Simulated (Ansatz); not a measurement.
TiO2: enthalpy against pressure

TiO2, I4_1/amd, a = 3.799 Å, c = 9.698 Å. The compound has several low-lying forms, and this is one of them. Ansatz: PBE, PAW, 420 eV, Γ-centred 10×10×10 mesh on 6 atoms, Gaussian smearing 0.02 eV; no spin polarisation. Cell and atoms are relaxed at each pressure, and no other structure is tried, so the rows at high pressure may lie past a change of phase. y is the enthalpy over the state at zero pressure; there V0 = 11.665 Å³/atom. The pressures are the targets, met within 0.02 GPa.

```
P (GPa) y (eV/atom)
   -3.0      -0.2204
    0.0       0.0000
    3.0       0.2166
    8.0            ?
   15.0       1.0488
   30.0       2.0225
   60.0       3.8007
```

Task: Fit y = c1 P + c2 P² + c3 P³ to the other rows, say what c1 and c2 mean, and predict the missing value.

Result: Least squares on the rows shown. y = 0.072773 P − 0.00020014 P² + 7.1675×10⁻⁷ P³. Since dH/dP = V, c1 is V0: 0.072773 eV/GPa × 160.2 = 11.658 Å³ against 11.665; c2 = −V0/(2B0) gives B0 = 182 GPa, where a Birch–Murnaghan fit to the volumes of the same runs (not shown) gives 173 GPa: a cubic over this range folds the higher terms into c2. At P = 8.0 the fit asked for gives 0.5697 eV/atom. The run gave 0.5697 eV/atom, the same to the digits shown.

Cost: 7 runs of about 11 core-minutes in all, on Arm Neoverse V1 (shared hosts).